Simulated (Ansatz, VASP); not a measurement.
One calculation of HfN, two programs

```xyz
4
Lattice="3.1330 0.0000 0.0000 -1.5665 2.7132 0.0000 0.0000 0.0000 5.4481" Properties=species:S:1:pos:R:3 pbc="T T T"
Hf    1.5665    0.9044    4.0860
Hf    0.0000    1.8088    1.3620
N     0.0000    0.0000    0.0000
N     0.0000    0.0000    2.7240
```

Alike in both runs: functional BLYP; dispersion D3(BJ); k mesh 9 × 9 × 5; occupations fermi-dirac, width 0.15 eV; no spin polarisation.

Ansatz relaxed the structure, and its values are those at the end. VASP's run is a single point on that final structure, the one shown.

|  | VASP | Ansatz |
| --- | --- | --- |
| version | VASP 6.6.1 | Ansatz 0.2.0 |
| potentials or method | VASP PAW PBE potentials, release 64 (Hf_pv, N) | plane waves, PAW |
| plane-wave cutoff (eV) | 520 | 450 |
| valence electrons in the cell | 30 | 62 |

|  | VASP | Ansatz | Ansatz less VASP |
| --- | --- | --- | --- |
| pressure (GPa) | -1.3 | 0.0 | +1.34 |
| dispersion energy (meV/atom) | -900.8 | -900.9 | -0.12 |

The two sets of potentials don't hold the same shells in valence.

Caveats: the PAW data sets were made with another functional, which shifts forces and pressure a little (VASP); pairwise dispersion overbinds metals, which lowers pressure and volume. Spin-orbit coupling is left out, which matters for the levels of Hf.
